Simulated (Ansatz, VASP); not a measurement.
## AlRu: VASP beside Ansatz

```
Al Ru
1.0
     3.00616    0.00000    0.00000
     0.00000    3.00616    0.00000
     0.00000    0.00000    3.00616
Al Ru
1 1
Cartesian
  0.0000 0.0000 0.0000
  1.5031 1.5031 1.5031
```

Alike in both runs: functional PBE; k mesh 14 × 14 × 14; occupations fermi-dirac, width 0.15 eV; no spin polarisation.

Ansatz relaxed the structure, and its values are those at the end. VASP's run is a single point on that final structure, the one shown.

|  | VASP | Ansatz |
| --- | --- | --- |
| version | VASP 6.6.1 | Ansatz 0.2.0 |
| potentials or method | VASP PAW PBE potentials, release 64 (Al, Ru_pv) | scalar-relativistic, plane waves, PAW |
| plane-wave cutoff (eV) | 520 | 420 |
| valence electrons in the cell | 17 | 19 |

```tsv
	VASP	Ansatz	Ansatz less VASP
gap on the k mesh at the Fermi level (eV)	none	none	-
pressure (GPa)	0.0	0.0	+0.04
```

A gap of «none» marks a metal or a gap that the smearing closes. The two sets of potentials don't hold the same shells in valence.
